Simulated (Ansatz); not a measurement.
# AlN: stress in a strained cell

AlN is deformed so: equal xx and yy strain of -2 %. What stress and forces result, by LAPW, PAW and all-electron datasets made for the crystal?

Method: DFT PBEsol, scalar-relativistic, in Ansatz 0.2.0.

**1. The system as given**

It takes space group P6_3mc (No. 186, hexagonal). The conventional cell has a = 3.111 Å, b = 3.111 Å, c = 4.978 Å, α = 90.00°, β = 90.00°, γ = 120.00°. Al (site symmetry 3m) has 4 N at 1.89 to 1.92 Å as nearest neighbours. N (site symmetry 3m) has 4 Al at 1.89 to 1.92 Å as nearest neighbours.

Structure file:

```
CELL_PARAMETERS angstrom
3.11100 0.00000 0.00000
-1.55550 2.69421 0.00000
0.00000 0.00000 4.97800
ATOMIC_POSITIONS crystal
Al 0.33333 0.66667 0.00000
Al 0.66667 0.33333 0.50000
N 0.33333 0.66667 0.38500
N 0.66667 0.33333 0.88500
```

Atoms are numbered in the order of the input: Al1, Al2, N3, N4.

**2. After the deformation**

Space group P6_3mc before, P6_3mc after.

**3. LAPW, all electrons**

Contents of input.yaml:

```yaml
crystal:
  lattice:
    - [3.0487821086, 0.0, 0.0]
    - [-1.5243910543, 2.6403227566, 0.0]
    - [0.0, 0.0, 4.978]
  atoms:
    - { symbol: Al, position: [0.3333333333, 0.6666666667, 0.0] }
    - { symbol: Al, position: [0.6666666667, 0.3333333333, 0.5] }
    - { symbol: "N", position: [0.3333333333, 0.6666666667, 0.385] }
    - { symbol: "N", position: [0.6666666667, 0.3333333333, 0.885] }
kpoints:
  mp_grid: { grid: [11, 11, 6] }
  band_path:
    path:
      - [0.0, 0.0, 0.0]
      - [0.5, 0.0, 0.0]
      - [0.3333333333, 0.3333333333, 0.0]
      - [0.0, 0.0, 0.0]
      - [0.0, 0.0, 0.5]
      - [0.5, 0.0, 0.5]
      - [0.3333333333, 0.3333333333, 0.5]
      - [0.0, 0.0, 0.5]
      - [0.5, 0.0, 0.5]
    npoints: 5
scf:
  occupations: { method: fermi_dirac, width: 0.02 }
hamiltonian:
  xc: pbesol
  pseudopotentials: { kind: all_electron, lapw: { basis_error: 0.001 } }
output:
  forces: true
  stress: true
  eigenvalues: true
```

Command:

```
$ ansatz run input.yaml --threads 1 --pin off --max-ram 6144MiB --backend cpu --events-out ev --progress --plain --runs-dir out
```

**4. Frozen-core PAW**

Contents of input.yaml:

```yaml
crystal:
  lattice:
    - [3.0487821086, 0.0, 0.0]
    - [-1.5243910543, 2.6403227566, 0.0]
    - [0.0, 0.0, 4.978]
  atoms:
    - { symbol: Al, position: [0.3333333333, 0.6666666667, 0.0] }
    - { symbol: Al, position: [0.6666666667, 0.3333333333, 0.5] }
    - { symbol: "N", position: [0.3333333333, 0.6666666667, 0.385] }
    - { symbol: "N", position: [0.6666666667, 0.3333333333, 0.885] }
kpoints:
  mp_grid: { grid: [11, 11, 6] }
scf:
  occupations: { method: fermi_dirac, width: 0.02 }
hamiltonian:
  xc: pbesol
  pseudopotentials: { kind: paw }
output:
  forces: true
  stress: true
  eigenvalues: true
  efg: { contact_densities: true }
```

**5. All-electron PAW on datasets made for the crystal**

input.yaml, as its differences from that of step 4:

```diff
@@ -16,3 +16,3 @@
   xc: pbesol
-  pseudopotentials: { kind: paw }
+  pseudopotentials: { kind: all_electron, datasets: crystal }
 output:
```

(Steps that only read results are left out.)

What does the calculation give? Wanted: pressure; largest shear or deviatoric stress.

The runs gave:

```
                                 quantity                                           value
                                 pressure  LAPW 9.76, PAW 9.92, crystal datasets 9.75 GPa
largest shear or deviatoric stress (LAPW)                                        7.80 GPa
```

**Reading.** The largest part of the stress beyond the pressure is 7.80 GPa in size, in the zz component; the atoms are carried along and not relaxed. No run of the undeformed cell stands beside it, so the pressure holds what the given cell had before the change. PAW: stress within 0.17 GPa of LAPW, forces within 1 meV/Å. Crystal datasets: stress within 0.01 GPa of LAPW, forces within 1 meV/Å.
